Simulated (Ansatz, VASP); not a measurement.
**Ti: VASP beside Ansatz**

The input POSCAR:

```
Ti
1.0
    0.0000000000      2.0129403699      2.0129403699
    2.0129403699      0.0000000000      2.0129403699
    2.0129403699      2.0129403699      0.0000000000
Ti
1
Direct
    0.0000000000      0.0000000000      0.0000000000
```

File INCAR.step1:

```
SYSTEM = Ti
PREC = Accurate
ENCUT = 520
ISMEAR = -1
SIGMA = 0.15
LREAL = .False.
LASPH = .True.
NELM = 100
NBANDS = 12
GGA = PE
ALGO = Normal
EDIFF = 1E-4
LWAVE = .True.
LCHARG = .False.
```

File INCAR.step2:

```
SYSTEM = Ti
PREC = Accurate
ENCUT = 520
EDIFF = 1E-6
ISMEAR = -1
SIGMA = 0.15
LREAL = .False.
LASPH = .True.
NELM = 100
ALGO = Normal
ISIF = 2
LWAVE = .False.
LCHARG = .False.
METAGGA = R2SCAN
LMIXTAU = .True.
NBANDS = 12
ISTART = 1
```

The input KPOINTS:

```
Automatic mesh
0
Gamma
  12 12 12
  0 0 0
```

Input for Ansatz:

```yaml
crystal:
  lattice:
    - [0.0, 2.0129403699209862, 2.0129403699209862]
    - [2.0129403699209862, 0.0, 2.0129403699209862]
    - [2.0129403699209862, 2.0129403699209862, 0.0]
  atoms:
    - { symbol: Ti, position: [0.0, 0.0, 0.0] }
basis:
  ecutwfc: 600.0
kpoints:
  mp_grid:
    grid: [12, 12, 12]
hamiltonian:
  xc: r2scan
scf:
  occupations:
    method: fermi_dirac
    width: 0.15
output:
  stress: true
```

This isn't the form of Ti at room conditions, which is hcp.

Alike in both runs: task single point; functional r2SCAN; k mesh 12 × 12 × 12; occupations fermi-dirac, width 0.15 eV; no spin polarisation.

|  | VASP | Ansatz |
| --- | --- | --- |
| version | VASP 6.6.1 | Ansatz 0.2.0 |
| potentials or method | VASP PAW PBE potentials, release 64 (Ti_sv) | plane waves, PAW |
| plane-wave cutoff (eV) | 520 | 600 |
| valence electrons in the cell | 12 | 12 |

Ansatz gave:

| Quantity | Value |
| --- | --- |
| pressure (GPa) | 8.2 |

Q: What did VASP give for the same quantities?

A: Pressure (GPa): 8.6.

Caveats: the PAW data sets were made with another functional, which shifts forces and pressure a little (VASP).
